**Why does the gap of a layered crystal change with the wave vector across its layers?**

InSe is a stack of layers with strong bonds inside each layer and weak forces between them. An electron state of the crystal repeats from layer to layer with a phase step $\theta$. Why should the gap care about this step, if the layers hardly hold on to one another?

Kohn-Sham levels of bulk InSe (space group R3m, 4 atoms per cell) at points of a 6×6×6 k mesh, counted from the valence top. Calculated with ABINIT 10.8.3 using LDA and HGH pseudopotentials at a fixed geometry, without spin polarisation or spin-orbit coupling; plane-wave cutoff 381 eV, Fermi-Dirac smearing 0.05 eV.

| point a (reciprocal cell vector) | point b (reciprocal cell vector) | point c (reciprocal cell vector) | level under 4 (eV) | level under 3 (eV) | level under 2 (eV) | level under 1 (eV) | level over 1 (eV) | level over 2 (eV) |
| --- | --- | --- | --- | --- | --- | --- | --- | --- |
| 0.0000 | 0.0000 | 0.0000 | -1.337 | -1.337 | -1.233 | -1.233 | 1.706 | 1.944 |
| 0.3333 | 0.0000 | 0.0000 | -2.184 | -2.147 | -2.043 | -1.233 | 1.461 | 2.004 |
| 0.5000 | 0.0000 | 0.0000 | -2.411 | -2.399 | -2.273 | -1.710 | 1.119 | 1.914 |
| -0.1667 | 0.1667 | 0.0000 | -2.420 | -2.401 | -1.870 | -1.010 | 2.182 | 2.520 |
| 0.3333 | 0.1667 | 0.1667 | -2.208 | -1.677 | -1.516 | -0.706 | 1.992 | 2.770 |
| 0.3333 | 0.3333 | 0.3333 | -1.388 | -1.177 | -1.177 | -0.599 | 0.881 | 2.059 |
| 0.5000 | 0.5000 | 0.5000 | -1.398 | -1.158 | -1.158 | 0.000 | 0.336 | 2.066 |

Points a, b and c give the wave vector in units of the reciprocal cell vectors. Levels under 1 to 4 are the filled levels counted downwards, levels over 1 and 2 the empty ones counted upwards, and zero is the valence top. Three rows have a = b = c and so lie on the layer normal: Γ at (0, 0, 0) with $\theta = 0$, a middle row at one third with $\theta = 120^\circ$, and Z at one half with $\theta = 180^\circ$. Along them the gap between the highest filled and the lowest empty level at the same wave vector shrinks from 2.94 eV through 1.48 eV to 0.34 eV. The row at (−0.1667, 0.1667, 0), which moves only within the layer plane, has a gap of 3.19 eV, so leaving Γ does not by itself close the gap.

**First idea: weak binding means flat bands.** If the layers did not touch electronically, no level could depend on $\theta$. One pair of filled levels comes close to this limit: between Γ and Z it moves by only 0.075 eV. The band edges do not. From the middle row to Z the highest filled level rises by 0.60 eV, while the pair just below it rises by 0.02 eV. Weak binding is therefore a poor guide to band width. The binding energy sums over all filled states, and where both the bonding and the antibonding combination are filled, their shifts largely cancel in the sum.

**Second idea: contact between layers shifts both edges alike.** Then the gap would hardly change, however wide the bands were. Between Γ and Z the lowest empty level falls by 1.37 eV and the highest filled level rises by 1.23 eV. Moving in the same direction, they would have changed the gap by 0.14 eV; moving towards each other, they change it by 2.60 eV. The signs rule this idea out.

**Third idea: the two edge states have opposite symmetry within a layer.** The table prints energies, not orbitals, so this step rests on the known electronic structure of InSe. Both edge states have lobes that point out of the layer into the space between layers. In the valence state the outer lobes on the two faces have the same sign; in the conduction state they have opposite signs.

Now take the two limits. With $\theta = 0$ every layer carries the same pattern, so the valence lobes that face each other agree in sign and bond, which lowers the level. The conduction lobes clash, which raises theirs. With $\theta = 180^\circ$ every second layer is reversed and both effects change sign, so the edges approach each other at Z. The quiet pair fits the same picture: its p orbitals lie in the layer plane and overlap little with the next layer.

The simplest model gives each layer one state of energy $E_0$ and couples it to its two neighbours with strength $t$. The neighbours contribute $t\,e^{i\theta}$ and $t\,e^{-i\theta}$, hence

$$E(\theta) = E_0 + 2t\cos\theta .$$

At $120^\circ$ the cosine has gone from 1 to −0.5, three quarters of its way to −1. For the pair, the end rows then predict $-1.233 + 0.75 \times 0.075 = -1.177$ eV in the middle row, which was not used to set the curve. The calculation gives the same value. Spin-orbit coupling is left out here and would split the pair, so this close match belongs to the calculation and not to the real crystal.

For the lowest empty level the same recipe gives 0.68 eV, while the calculation gives 0.88 eV. One state per layer with nearest neighbours is too simple here. At Γ the next empty level lies only 0.24 eV higher, so another state may mix with the edge state there, or even take its place as the lowest. Either would keep the lowest level at Γ down and make the cosine too low in the middle row, but energies at three points cannot confirm it.

The valence edge needs care for another reason. At Γ the four highest filled levels form two pairs, so the single level that makes the edge at Z has sunk beneath them, below −1.34 eV. Its full rise is thus larger than the 1.23 eV by which the edge itself moves. The output below shows these comparisons.

The same picture suggests that the gap depends on the thickness of a film, though no film was computed here. In a few layers the signs can still alternate, but the two outermost layers have a neighbour on one side only. Contact between layers then pushes the edges together less than in the endless stack, so the gap should be wider. A thin film therefore needs a calculation of its own. Nor should the 0.34 eV be taken as the gap of the real crystal: LDA makes gaps too small, and the measured one is much larger. The widths along the normal also belong to the fixed, unrelaxed structure used here, because the overlap depends on the distance between layers.

Output of the analysis:

```
Place of each point and its gap:
      row  part_of_Gamma_Z_along_normal  part_of_Gamma_M_in_plane  gap_eV  next_empty_above_eV
      0.0                             0                         0   2.939                0.238
   0.3333                        0.2222                    0.6666   2.694                0.543
      0.5                        0.3333                         1   2.829                0.795
  -0.1667                             0                    0.5775   3.192                0.338
   0.3333                        0.4445                    0.3332   2.698                0.778
   0.3333                        0.6666                         0    1.48                1.178
      0.5                             1                         0   0.336                 1.73
Fall of the gap from Gamma to Z in eV: 2.603
Change of lowest empty level from Gamma to Z in eV: -1.37
Change of highest filled level from Gamma to Z in eV: 1.233
Gap change if both edges had moved the same way by these amounts in eV: 0.137
Least rise of the single filled level from Gamma to Z in eV: 1.337
Change of the filled pair from Gamma to Z in eV: 0.075
Change of single filled level from middle row to Z in eV: 0.599
Change of lowest empty level from middle row to Z in eV: -0.545
Change of the filled pair from middle row to Z in eV: 0.019
Filled pair in middle row by cosine from the end rows in eV: -1.177
Miss of that cosine for the pair in eV: 0.00025
Lowest empty level in middle row by cosine from the end rows in eV: 0.6785
Miss of that cosine for the lowest empty level in eV: -0.2025
Lowest empty level at Gamma by cosine from the other two rows in eV: 2.516
Miss of that extrapolation at Gamma in eV: 0.81
Lowest empty level at (0.5 0 0) above that at Z in eV: 0.783
```
